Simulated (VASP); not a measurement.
Wanted: the native input for a VASP 6.6.1 run.

| Quantity | Value |
| --- | --- |
| Task | band structure |
| Functional | PBE0 |
| Potentials or basis | VASP PAW PBE potentials, release 64 (In_d, P) |
| Cutoff | 520 eV |
| k mesh | 4 × 4 × 4 |
| Occupations | fermi-dirac, width 0.05 eV |
| Spin | no spin polarisation |
| Grid for exact exchange (PRECFOCK) | Fast |
| Exchange at q = 0 | truncated |
| Further INCAR settings | ALGO = Normal; EDIFF = 1e-06 |

InP:

```
In P
1.0
     0.00000    2.93050    2.93050
     2.93050    0.00000    2.93050
     2.93050    2.93050    0.00000
In P
1 1
Direct
  0.00000 0.00000 0.00000
  0.75000 0.75000 0.75000
```

The input as run:

POSCAR

```
InP
1.0
    0.0000000000      2.9305000000      2.9305000000
    2.9305000000      0.0000000000      2.9305000000
    2.9305000000      2.9305000000      0.0000000000
In P
1 1
Direct
    0.0000000000      0.0000000000      0.0000000000
    0.7500000000      0.7500000000      0.7500000000
```

INCAR.step1

```
ALGO     = Normal         # electronic algorithm
EDIFF    = 1E-5           # SCF threshold, eV
ENCUT    = 520            # plane-wave cutoff, eV
GGA      = PE             # functional
ISIF     = 2              # what is computed and relaxed
ISMEAR   = -1             # smearing method
LASPH    = T              # aspherical terms in the spheres
LCHARG   = F              # write CHGCAR
LREAL    = F              # projectors in reciprocal space
LWAVE    = T              # write WAVECAR
NELM     = 80             # most SCF steps
PREC     = Accurate       # precision mode
SIGMA    = 0.05           # smearing width, eV
```

INCAR.step2

```
AEXX     = 0.25           # exact-exchange fraction
ALGO     = Normal         # electronic algorithm
EDIFF    = 1E-6           # SCF threshold, eV
ENCUT    = 520            # plane-wave cutoff, eV
GGA      = PE             # functional
HFRCUT   = -1           
ISIF     = 2              # what is computed and relaxed
ISMEAR   = -1             # smearing method
ISTART   = 1            
LASPH    = T              # aspherical terms in the spheres
LCHARG   = F              # write CHGCAR
LHFCALC  = T              # exact exchange
LREAL    = F              # projectors in reciprocal space
LWAVE    = F              # write WAVECAR
NELM     = 80             # most SCF steps
PREC     = Accurate       # precision mode
PRECFOCK = Fast         
SIGMA    = 0.05           # smearing width, eV
```

KPOINTS

```
k-points
0
Gamma
  4 4 4
```

KPOINTS_OPT

```
path GXWKGLUWLK,UX
8
line-mode
reciprocal
 0.0000000000  0.0000000000  0.0000000000  G
 0.5000000000  0.0000000000  0.5000000000  X

 0.5000000000  0.0000000000  0.5000000000  X
 0.5000000000  0.2500000000  0.7500000000  W

 0.5000000000  0.2500000000  0.7500000000  W
 0.3750000000  0.3750000000  0.7500000000  K

 0.3750000000  0.3750000000  0.7500000000  K
 0.0000000000  0.0000000000  0.0000000000  G

 0.0000000000  0.0000000000  0.0000000000  G
 0.5000000000  0.5000000000  0.5000000000  L

 0.5000000000  0.5000000000  0.5000000000  L
 0.6250000000  0.2500000000  0.6250000000  U

 0.6250000000  0.2500000000  0.6250000000  U
 0.5000000000  0.2500000000  0.7500000000  W

 0.5000000000  0.2500000000  0.7500000000  W
 0.5000000000  0.5000000000  0.5000000000  L

 0.5000000000  0.5000000000  0.5000000000  L
 0.3750000000  0.3750000000  0.7500000000  K

 0.6250000000  0.2500000000  0.6250000000  U
 0.5000000000  0.0000000000  0.5000000000  X
```

Potentials or basis: VASP PAW PBE potentials, release 64 (In_d, P).

Command:

```console
$ cat potpaw_PBE.64/In_d/POTCAR potpaw_PBE.64/P/POTCAR > POTCAR
$ cp INCAR.step1 INCAR
$ mpirun -np 1 vasp_std > vasp.out
$ cp INCAR.step2 INCAR
$ mpirun -np 1 vasp_std > vasp.out
```

Results of the run:

```yaml
Pressure: 1.2 GPa
Band_gap_on_the_k_mesh: 2.22 eV, direct
Band_gap_along_the_path: 2.22 eV, direct
```

Caveat: the k mesh is coarse (spacing up to 0.46 Å⁻¹), so the values aren't converged, least of all with exact exchange; the PAW data sets were made with another functional, which shifts forces and pressure a little; spin-orbit coupling is left out, which moves the levels of the heavy elements.

It took 13 min on 1 thread of Intel(R) Xeon(R) 6975P-C (Granite Rapids) (shared host), peak memory 0.19 GiB.
